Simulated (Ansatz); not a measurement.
A (101) slab of Ti (P6_3/mmc (No. 194)), 10 planes, outer planes Ti (top) and Ti (bottom), with 10 atoms (Ti10) in a surface cell of A = 15.578 Å², as cut from the bulk:

```
CELL_PARAMETERS angstrom
2.93846 0.00000 0.00000
-1.46923 5.30135 0.00000
0.00000 0.00000 24.30175
ATOMIC_POSITIONS crystal
Ti 0.78822 0.57643 0.30862
Ti 0.05742 0.11484 0.32393
Ti 0.40343 0.80686 0.40048
Ti 0.67263 0.34526 0.41579
Ti 0.01864 0.03728 0.49234
Ti 0.28784 0.57569 0.50766
Ti 0.63385 0.26771 0.58421
Ti 0.90305 0.80611 0.59952
Ti 0.24906 0.49813 0.67607
Ti 0.51827 0.03653 0.69138
```

Method: DFT PBE, scalar-relativistic, plane waves, PAW in Ansatz 0.2.0. Plane waves to 420 eV, a k mesh through Γ of 12×7×1 on the computed 10-atom cell and Gaussian smearing (0.10 eV); no spin polarisation. The cell repeats along c with a dipole correction in the vacuum.

Against the same 10 atoms in the bulk, the slab as cut lies 3.882 eV higher and the relaxed slab 3.761 eV higher.

Question: Work out the surface energy before and after relaxation.

Answer: The slab has two faces, so γ = (E_slab − N·E_bulk)/(2A), the mean of both. As cut: 3.882/(2 × 15.578) = 0.1246 eV/Å², and 1 eV/Å² = 16.02 J/m², so γ = 2.00 J/m². Relaxed: 3.761/(2 × 15.578) = 0.1207 eV/Å² = 1.93 J/m². Relaxation recovers 3 % of the cost of cutting.

Question: What is the ideal work of this cut, per area?

Answer: Griffith's ideal work is 2γ: 3.99 J/m² if the new faces stay rigid, 3.87 J/m² if they relax. Other cuts parallel to this plane can cost less. One thickness was run, 10 planes, so γ can still shift with it.